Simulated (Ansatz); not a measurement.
Reaction (formal exchange of groups at a Ti–O bond): `C=C[O][Ti]([Cl])([Cl])[Cl]` + `CCCS` → `[SH][Ti]([Cl])([Cl])[Cl]` + `C=COCCC`

Program: Ansatz. Geometries: PBE0-D4/def2-TZVP. ΔE: electronic, gas phase. CBS: MP2 limit from def2 TZ/QZ plus the TZ coupled-cluster correction, frozen cores. DFT in def2-TZVPP. B3LYP here is the variant with VWN-RPA as its local correlation; programs differ in this. For Ti outer-core shells are correlated without core-valence functions, which leaves a few kJ/mol of doubt a bond. Scalar relativity is left out up to krypton. One conformer a species, not always the lowest.

Q: Is it downhill or uphill in electronic energy at CCSD(T)/CBS, and by how much? (An estimate is asked.)

A: The calculation gave: Uphill: ΔE = +0.68 eV.

Q: What do these levels give: PBE-D4, r2SCAN-D4, ωB97X-V, ωB97M-V, PBE, r2SCAN, B3LYP, MP2/def2-TZVPP, SCS-MP2/def2-TZVPP, SCS-MP2/def2-QZVPP, HF/CBS(def2), CCSD/CBS(def2)? (An estimate is asked.)

A: Computed: PBE-D4 0.66, r2SCAN-D4 0.65, ωB97X-V 0.71, ωB97M-V 0.67, PBE 0.66, r2SCAN 0.65, B3LYP 0.71, MP2/def2-TZVPP 0.63, SCS-MP2/def2-TZVPP 0.67, SCS-MP2/def2-QZVPP 0.66, HF/CBS(def2) 0.78, CCSD/CBS(def2) 0.73 eV.

Largest T1 diagnostic among the species: 0.026, so the coupled-cluster value is less sure than usual.

In def2-TZVPP, CCSD(T) changes the Hartree–Fock value by −0.09 eV (the triples alone add −0.05 eV) and MP2 by −0.16 eV.
